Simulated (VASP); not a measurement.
Wanted: an ASE script for a VASP 6.6.1 run.

* Task: single point
* Functional: PBEsol
* Potentials or basis: VASP PAW PBE potentials, release 54 (Bi_d)
* Cutoff: 520 eV
* k mesh: 7 × 7 × 7
* Occupations: gaussian, width 0.02 eV
* Spin: no spin polarisation
* Further INCAR settings: ALGO = Normal; EDIFF = 1.00e-06

Crystal: Bi.

```
Bi
1.0
     2.26750    1.30914    3.93800
    -2.26750    1.30914    3.93800
     0.00000   -2.61828    3.93800
Bi
2
Direct
  0.76600 0.76600 0.76600
  0.23400 0.23400 0.23400
```

These files were run (other wordings do the same):

run.py

```python
from ase.calculators.vasp import Vasp
from ase.dft.bandgap import bandgap
from ase.spacegroup import crystal

atoms = crystal(
    ['Bi'],
    basis=[[0.0, 0.0, 0.766]],
    spacegroup=166,
    setting=1,
    cellpar=[4.535, 4.535, 11.814, 90.0, 90.0, 120.0],
    primitive_cell=True,
)
calc = Vasp(
    directory='calc',
    xc='pbesol',
    pp='PBE',
    setups='recommended',
    pp_version='54',
    prec='Accurate',
    encut=520,
    ediff=1e-06,
    ismear=0,
    sigma=0.02,
    lreal=False,
    lasph=True,
    nelm=100,
    algo='Normal',
    isif=2,
    lwave=False,
    lcharg=False,
    kpts=[7, 7, 7],
    gamma=True,
)
atoms.calc = calc

print('energy (eV):', atoms.get_potential_energy())
print('free energy (eV):', atoms.get_potential_energy(force_consistent=True))
print('forces (eV/A):')
print(atoms.get_forces())
print('stress (eV/A^3, Voigt):', atoms.get_stress())
print('Fermi level (eV):', calc.get_fermi_level())
gap, top, bottom = bandgap(calc)
print('band gap (eV):', gap, 'from (spin, k, band)', top, 'to', bottom)
```

Potentials or basis: VASP PAW PBE potentials, release 54 (Bi_d).

Launch:

```bash
$ python run.py
```

It gave:

The pressure is -0.4 GPa. The largest force is 0.134 eV/Å and the band gap on the k mesh is 0.26 eV, indirect (least direct gap 0.52 eV).

Caveat: the PAW data sets were made with another functional, which shifts forces and pressure a little; spin-orbit coupling is left out, which as a rule narrows the gap of such compounds by several tenths of an eV; an odd mesh through Γ misses points on the zone boundary, where band edges often lie.

It took 37 s on 1 thread of AMD EPYC 9R45 (Zen 5), with other jobs on the host, peak memory 0.18 GiB.
